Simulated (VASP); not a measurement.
# Al (P6/mmm) in VASP: density of states with PBE

Aim: the density of states of Al with PBE.

Program: VASP 6.6.1. These are calculated values, not measurements. Logs are shortened: lines on timing, memory, paths and dates and some standing lists are left out, and cuts for length are marked.

## 1. Starting point

Symmetry: P6/mmm, No. 191, hexagonal system. The conventional cell has a = 4.547 Å, b = 4.547 Å, c = 2.754 Å, α = 90.00°, β = 90.00°, γ = 120.00°. Around Al (site symmetry -6m2) lie 5 Al at 2.63 to 2.75 Å.

The cell was built by a generator and needn't be a form met in nature.

## 2. Density of states, PBE

Contents of POSCAR:

```
Al
1.0
    4.5467311772      0.0000000000      0.0000000000
   -2.2733655886      3.9375847036      0.0000000000
    0.0000000000      0.0000000000      2.7539328018
Al
2
Direct
    0.3333333333      0.6666666667      0.5000000000
    0.6666666667      0.3333333333      0.5000000000
```

Contents of INCAR.step1:

```
ALGO     = Fast           # electronic algorithm
EDIFF    = 1E-6           # SCF threshold, eV
ENCUT    = 520            # plane-wave cutoff, eV
GGA      = PE             # functional
ISIF     = 2              # what is computed and relaxed
ISMEAR   = 0              # smearing method
LASPH    = T              # aspherical terms in the spheres
LCHARG   = T              # write CHGCAR
LREAL    = F              # projectors in reciprocal space
LWAVE    = F              # write WAVECAR
NBANDS   = 10             # bands
NELM     = 60             # most SCF steps
PREC     = Accurate       # precision mode
SIGMA    = 0.1            # smearing width, eV
```

Contents of KPOINTS.step1:

```
k-points
0
Gamma
  15 15 20
```

Contents of INCAR.step2:

```
ALGO     = Fast           # electronic algorithm
EDIFF    = 1E-6           # SCF threshold, eV
ENCUT    = 520            # plane-wave cutoff, eV
GGA      = PE             # functional
ICHARG   = 11             # starting density
ISIF     = 2              # what is computed and relaxed
ISMEAR   = -5             # smearing method
LASPH    = T              # aspherical terms in the spheres
LCHARG   = F              # write CHGCAR
LORBIT   = 11             # projections on sites
LREAL    = F              # projectors in reciprocal space
LWAVE    = F              # write WAVECAR
NEDOS    = 2001           # points of the DOS
NELM     = 60             # most SCF steps
PREC     = Accurate       # precision mode
SIGMA    = 0.1            # smearing width, eV
```

Contents of KPOINTS.step2:

```
k-points
0
Gamma
  23 23 30
```

Potentials or basis: VASP PAW PBE potentials, release 64 (Al).

Command:

```bash
$ cat potpaw_PBE.64/Al/POTCAR > POTCAR
$ cp INCAR.step1 INCAR
$ cp KPOINTS.step1 KPOINTS
$ mpirun -np 1 vasp_std > vasp.out
$ cp INCAR.step2 INCAR
$ cp KPOINTS.step2 KPOINTS
$ mpirun -np 1 vasp_std > vasp.out
```

OUTCAR:

```text
EDIFF = 1E-6
   ENCUT = 520
   GGA = PE
   ICHARG = 11
   ISIF = 2
   ISMEAR = -5
   LASPH = T
   LORBIT = 11
   LREAL = F
   NELM = 60
   PREC = Accurate

 ion  position               nearest neighbor table
   1  0.333  0.667  0.500-   2 2.63   2 2.63   2 2.63
   2  0.667  0.333  0.500-   1 2.63   1 2.63   1 2.63

  LATTYP: Found a hexagonal cell.
 ALAT       =     4.5467311772
 C/A-ratio  =     0.6056951015

  Lattice vectors:

 A1 = (   4.5467311772,   0.0000000000,   0.0000000000)
 A2 = (  -2.2733655886,   3.9375847036,   0.0000000000)
 A3 = (   0.0000000000,   0.0000000000,   2.7539328018)

Analysis of symmetry for initial positions (statically):
=====================================================================
 Subroutine PRICEL returns:
 Original cell was already a primitive cell.

 Routine SETGRP: Setting up the symmetry group for a
 hexagonal supercell.

 Subroutine GETGRP returns: Found 24 space group operations
 (whereof 24 operations were pure point group operations)
 out of a pool of 24 trial point group operations.

The static configuration has the point symmetry D_6h.

Analysis of symmetry for dynamics (positions and initial velocities):
=====================================================================
 Subroutine PRICEL returns:
 Original cell was already a primitive cell.

 Routine SETGRP: Setting up the symmetry group for a
 hexagonal supercell.

 Subroutine GETGRP returns: Found 24 space group operations
 (whereof 24 operations were pure point group operations)
 out of a pool of 24 trial point group operations.

The dynamic configuration has the point symmetry D_6h.

 Subroutine INISYM returns: Found 24 space group operations
 (whereof 24 operations are pure point group operations),
 and found     1 'primitive' translations

----------------------------------------------------------------------------------------

                                     Primitive cell

  volume of cell :      49.3040

  direct lattice vectors                    reciprocal lattice vectors
     4.546731177  0.000000000  0.000000000     0.219938228  0.126981395  0.000000000
    -2.273365589  3.937584704  0.000000000     0.000000000  0.253962791  0.000000000
     0.000000000  0.000000000  2.753932802     0.000000000  0.000000000  0.363117066

  length of vectors
     4.546731177  4.546731177  2.753932802     0.253962791  0.253962791  0.363117066

  position of ions in fractional coordinates (direct lattice)
     0.333333333  0.666666667  0.500000000
     0.666666667  0.333333333  0.500000000

  ion indices of the primitive-cell ions
   primitive index   ion index
                 1           1
                 2           2

----------------------------------------------------------------------------------------

 KPOINTS: k-points

Automatic generation of k-mesh.
 Grid dimensions read from file:
 generate k-points for:   23   23   30

 Generating k-lattice:

  Cartesian coordinates                     Fractional coordinates (reciprocal lattice)
     0.009562532  0.005520930  0.000000000     0.043478261  0.000000000  0.000000000
     0.000000000  0.011041860  0.000000000     0.000000000  0.043478261  0.000000000
     0.000000000  0.000000000  0.012103902     0.000000000  0.000000000  0.033333333

  Length of vectors
     0.011041860  0.011041860  0.012103902

  Shift w.r.t. Gamma in fractional coordinates (k-lattice)
     0.000000000  0.000000000  0.000000000

 TETIRR: Found  16215 inequivalent tetrahedra from    95220

 Subroutine IBZKPT returns following result:
 ===========================================

 Found    896 irreducible k-points:

 Following reciprocal coordinates:
            Coordinates               Weight
  0.000000  0.000000  0.000000      1.000000
  0.043478 -0.000000  0.000000      6.000000
  0.086957 -0.000000  0.000000      6.000000
  0.130435 -0.000000  0.000000      6.000000
  0.173913 -0.000000  0.000000      6.000000
  0.217391 -0.000000  0.000000      6.000000
[... 16 lines left out ...]
  0.478261  0.043478  0.000000      6.000000
  0.086957  0.086957  0.000000      6.000000
 [... further k-points ...]
   k-points           NKPTS =    896   k-points in BZ     NKDIM =    896   number of bands    NBANDS=      7
   number of dos      NEDOS =   2001   number of ions     NIONS =      2
   total plane-waves  NPLWV =  25920
   dimension x,y,z NGX =    36 NGY =   36 NGZ =   20
   dimension x,y,z NGXF=    72 NGYF=   72 NGZF=   40
   ions per type =               2
   NGX,Y,Z   is equivalent  to a cutoff of  13.16, 13.16, 12.07 a.u.
   NGXF,Y,Z  is equivalent  to a cutoff of  26.33, 26.33, 24.15 a.u.
 SYSTEM =  unknown system
   PREC   = accura    normal or accurate (medium, high low for compatibility)
   ISTART =      0    job   : 0-new  1-cont  2-samecut
   ICHARG =     11    charge: 1-file 2-atom 10-const
   ISPIN  =      1    spin polarized calculation?
   LNONCOLLINEAR =      F non collinear calculations
   LSORBIT =      F    spin-orbit coupling
   LASPH  =      T    aspherical Exc in radial PAW
   ENCUT  =  520.0 eV  38.22 Ry    6.18 a.u.   8.45  8.45  5.12*2*pi/ulx,y,z
   NELM   =     60;   NELMIN=  2; NELMDL=  0     # of ELM steps
   EDIFF  = 0.1E-05   stopping-criterion for ELM
   LREAL  =      F    real-space projection
   EDIFFG = 0.1E-04   stopping-criterion for IOM
   NSW    =      0    number of steps for IOM
   IBRION =     -1    ionic relax: 0-MD 1-quasi-New 2-CG
   NFREE  =      0    steps in history (QN), initial steepest desc. (CG)
   ISIF   =      2    stress and relaxation
   ISYM   =      2    0-nonsym 1-usesym 2-fastsym
   POTIM  = 0.5000    time-step for ionic-motion
   TEBEG  =    0.0;   TEEND  =   0.0 temperature during run
   PSTRESS=    0.0 pullay stress
   NELECT =       6.0000    total number of electrons
   NUPDOWN=      -1.0000    fix difference up-down
   EMIN   =  10.00;   EMAX   =-10.00  energy-range for DOS
   EFERMI =   0.00;   METHOD = LEGACY
   ISMEAR =    -5;   SIGMA  =   0.10  broadening in eV -4-tet -1-fermi 0-gaus
   EFERMI_NEDOS =   21; number of points for ismear=-14 and -15
   IALGO  =     68    algorithm
   IMIX   =      4    mixing-type and parameters
     AMIX     =   0.40;   BMIX     =  1.00
     AMIX_MAG =   1.60;   BMIX_MAG =  1.00
  volume/ion in A,a.u.               =      24.65       166.36
  Fermi-wavevector in a.u.,A,eV,Ry     =   0.811268  1.533074  8.954755  0.658156
  Thomas-Fermi vector in A             =   1.920596
   LORBIT       =     11    0 simple, 1 ext, 2 COOP (PROOUT), +10 PAW based schemes
   GGA     = PE    functional components
   LHFCALC =     F    Hartree Fock is set to
   AEXX    =    0.0000 exact exchange contribution
   IVDW    =     0    specifies the selected vdW correction
   LEPSILON=     F    determine dielectric tensor
   LRPA    =     F    only Hartree local field effects (RPA)
 non-spin polarized calculation
 RMM-DIIS sequential band-by-band and
 Fermi weights with tetrahedron method with Bloechl corrections
  energy-cutoff  :      520.00
  volume of cell :       49.30
 maximum number of plane-waves:      1378
 NGX is ok and might be reduce to    36

 number of electron       6.0000000 magnetization

 Free energy of the ion-electron system (eV)
  ---------------------------------------------------
  ext. energy  EPLUGINS =         0.00000000
  ---------------------------------------------------
  free energy    TOTEN  =        -6.49717183 eV

  energy without entropy =       -6.49717183  energy(sigma->0) =       -6.49717183

 E-fermi :   3.9675     XC(G=0):  -8.4723

 val. band max:        4.0151600395   @ k =   0.3043   0.0435   0.3333
 cond. band min:       3.8985295676   @ k =   0.3478   0.2609   0.4333
 fundamental gap:     -0.1166304719
 Fermi energy:         3.9674629212

 k-point     1 :       0.0000    0.0000    0.0000
  band No.  band energies     occupation
      1      -4.8299      2.00000
      2       3.0937      2.00000
      3       3.0938      2.00000
      4       3.3996      2.00000
      5       6.1715      0.00000
      6       6.1716      0.00000
      7       9.4303      0.00000

 k-point     2 :       0.0435   -0.0000    0.0000
  band No.  band energies     occupation
      1      -4.8139      2.00000
      2       2.6668      2.00000
      3       3.0609      2.00000
      4       3.8044      1.68632
      5       6.1490      0.00000
      6       6.2376      0.00000
      7       9.5351      0.00000

 k-point     3 :       0.0870   -0.0000    0.0000
  band No.  band energies     occupation
      1      -4.7661      2.00000
      2       2.1142      2.00000
      3       2.9707      2.00000
      4       4.2682     -0.05650
      5       6.1228      0.00000
      6       6.4274      0.00000
      7       9.8298      0.00000

 k-point     4 :       0.1304   -0.0000    0.0000
  band No.  band energies     occupation
      1      -4.6866      2.00000
      2       1.5610      2.00000
      3       2.8427      2.00000
      4       4.5919      0.00000
      5       6.2073      0.00000
      6       6.7215      0.00000
      7      10.2717      0.00000

 k-point     5 :       0.1739   -0.0000    0.0000
  band No.  band energies     occupation
      1      -4.5762      2.00000
      2       1.0184      2.00000
      3       2.6971      2.00000
      4       4.6975      0.00000
      5       6.5064      0.00000
      6       7.0994      0.00000
      7      10.8189      0.00000
[... 161 lines left out ...]
 k-point    22 :       0.4348    0.0435    0.0000
  band No.  band energies     occupation
      1      -3.3214      2.00000
      2      -1.7840      2.00000
      3       1.9334      2.00000
      4       4.2374      0.00000
      5      10.1282      0.00000
      6      11.1524      0.00000
      7      11.5293      0.00000

 k-point    23 :       0.4783    0.0435    0.0000
  band No.  band energies     occupation
      1      -3.2410      2.00000
      2      -1.8930      2.00000
      3       1.9192      2.00000
      4       4.2212      0.00000
      5      10.6302      0.00000
      6      11.0362      0.00000
      7      11.6850      0.00000

 k-point    24 :       0.0870    0.0870    0.0000
  band No.  band energies     occupation
      1      -4.6391      2.00000
      2       1.3262      2.00000
      3       2.7042      2.00000
      4       4.8537      0.00000
      5       6.0353      0.00000
      6       7.0411      0.00000
      7      10.5116      0.00000

 [... further k-points ...]

------------------------ aborting loop because EDIFF is reached ----------------------------------------

  FORCE on cell =-STRESS in cart. coord.  units (eV):
  Direction    XX          YY          ZZ          XY          YZ          ZX
  --------------------------------------------------------------------------------------
  -------------------------------------------------------------------------------------
  Total       -0.0269803     -0.0269803     -0.0046228     -0.0000000     -0.0000000      0.0000000
  in kB       -0.8767489     -0.8767489     -0.1502209     -0.0000000     -0.0000000      0.0000000
  external PRESSURE =      -0.6345729 kB  Pullay stress =       0.0000000 kB

 VOLUME and BASIS-vectors are now :
 -----------------------------------------------------------------------------
  energy-cutoff  :      520.00
  volume of cell :       49.30
      direct lattice vectors                 reciprocal lattice vectors
     4.546731177  0.000000000  0.000000000     0.219938228  0.126981395  0.000000000
    -2.273365589  3.937584704  0.000000000     0.000000000  0.253962791  0.000000000
     0.000000000  0.000000000  2.753932802     0.000000000  0.000000000  0.363117066

 POSITION                                       TOTAL-FORCE (eV/Angst)
 -----------------------------------------------------------------------------------
     -0.00000      2.62506      1.37697         0.000000      0.000000     -0.000000
      2.27337      1.31253      1.37697        -0.000000      0.000000      0.000000
 -----------------------------------------------------------------------------------
    total drift:                               -0.000000      0.000000     -0.000000

  FREE ENERGIE OF THE ION-ELECTRON SYSTEM (eV)
  ---------------------------------------------------
  free  energy   TOTEN  =        -6.4971718319 eV

  energy  without entropy=       -6.4971718319  energy(sigma->0) =       -6.49717183

 total charge

# of ion       s       p       d       tot
------------------------------------------
    1        0.468   0.329   0.000   0.797
    2        0.468   0.329   0.000   0.797
--------------------------------------------------
tot          0.936   0.658   0.000   1.594
```

Wall time 2.4 min (1 thread of Intel Xeon Platinum 8488C (Sapphire Rapids), shared host); peak memory 0.38 GiB.

Results:

| Property | Result |
| --- | --- |
| Valence electrons inside the program's atomic spheres | Al 0.80 |

Levels at points of the mesh, in eV from the Fermi level:
```csv
k point,band 1,band 2,band 3,band 4,band 5,band 6,band 7
"(0.00, 0.00, 0.00)",-8.80,-0.87,-0.87,-0.57,2.20,2.20,5.46
"(0.00, 0.00, 0.50)",-4.48,-3.56,2.34,2.34,2.66,5.36,5.37
```

States per cell in windows of 1 eV (zero at the Fermi level; states under -8 eV left out):
```tsv
from (eV)	total	Al1_p	Al2_p	Al1_s	Al2_s	Al1_d	Al2_d
-8.0	0.53	0.01	0.01	0.07	0.07	0.00	0.00
-7.0	0.50	0.01	0.01	0.06	0.06	0.00	0.00
-6.0	0.68	0.02	0.02	0.08	0.08	0.00	0.00
-5.0	0.65	0.02	0.02	0.07	0.07	0.00	0.00
-4.0	0.62	0.03	0.03	0.06	0.06	0.00	0.00
-3.0	0.89	0.07	0.07	0.04	0.04	0.00	0.00
-2.0	1.08	0.10	0.10	0.03	0.03	0.00	0.00
-1.0	0.85	0.08	0.08	0.02	0.02	0.00	0.00
0.0	1.05	0.09	0.09	0.03	0.03	0.00	0.00
1.0	1.16	0.11	0.11	0.03	0.03	0.00	0.00
2.0	1.07	0.10	0.10	0.02	0.02	0.00	0.00
3.0	0.93	0.06	0.06	0.02	0.02	0.00	0.00
4.0	1.34	0.08	0.08	0.03	0.03	0.00	0.00
5.0	1.21	0.07	0.07	0.03	0.03	0.00	0.00
6.0	0.72	0.05	0.05	0.01	0.01	0.00	0.00
7.0	0.40	0.03	0.03	0.00	0.00	0.00	0.00
```

Caveat: tetrahedron occupations give inexact forces and stress in metals.
